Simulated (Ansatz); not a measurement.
Runs of Ansatz 0.2.0 on Zn. Symmetry: Im-3m, No. 229, cubic system. The conventional cell has a = 3.138 Å, b = 3.138 Å, c = 3.138 Å, α = 90.00°, β = 90.00°, γ = 90.00°. Around Zn (site symmetry m-3m) lie 8 Zn at 2.72 Å. This isn't the form of Zn at room conditions, which is hcp.

```csv
level,gap on the mesh (eV),pressure (GPa),relaxed volume (Å³/atom)
PBEsol+D3(BJ),none,0.0,(a)
PBEsol+D4,none,0.0,13.92
PBEsol+D3(BJ)-ATM,none,0.0,13.72
PBEsol,none,0.0,14.27
```

Alike in all rows: task relaxation of cell and atoms; potentials or basis Ansatz PAW; no spin polarisation; cell relaxed; k mesh 12 × 12 × 12; cutoff (eV) 420; smearing fermi-dirac 0.05 eV.

Problem. Fill in the values left out.

Solution. (a) 13.56.

Caveats: the plane-wave basis is chosen anew once the cell has moved, so the energies of steps on either side of that aren't comparable; the PAW data sets come from PBE, with cores solved anew for the run's functional, which leaves a small shift of forces and pressure; pairwise dispersion overbinds metals, which lowers pressure and volume (some runs).

A gap of «none» marks a metal or a gap under the smearing width.
